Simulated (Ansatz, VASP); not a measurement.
## Two plane-wave programs on MgO

```
Mg O
1.0
     2.93802    0.00000    0.00000
    -1.46901    2.54440    0.00000
     0.00000    0.00000    2.76007
Mg O
1 1
Direct
  0.00000 0.00000 0.00000
  0.33333 0.66667 0.50000
```

Change from the starting cell: strain +0.000 along x and y, +0.030 along z, atoms carried along.

Alike in both runs: task single point; functional PBE; k mesh 9 × 9 × 8; occupations gaussian, width 0.05 eV; no spin polarisation.

```csv
,VASP,Ansatz
version,VASP 6.6.1,Ansatz 0.2.0
potentials or method,"VASP PAW PBE potentials, release 64 (Mg, O)","scalar-relativistic, plane waves, PAW"
plane-wave cutoff (eV),520,420
valence electrons in the cell,8,16
```

Ansatz gave:

```
gap on the k mesh at the Fermi level (eV)       : 2.72
least direct gap on the mesh (eV)               : 3.15
pressure (GPa)                                  : -4.4
largest component of the traceless stress (GPa) : 10.49
```

Question: Which values does VASP return?

Answer: gap on the k mesh at the Fermi level (eV): 2.70; least direct gap on the mesh (eV): 3.13; pressure (GPa): -5.0; largest component of the traceless stress (GPa): 10.61.

The functional is the same, so the differences come from potentials, cutoffs and numerics. The two sets of potentials don't hold the same shells in valence.

Caveats: an odd mesh through Γ misses points on the zone boundary, where band edges often lie.
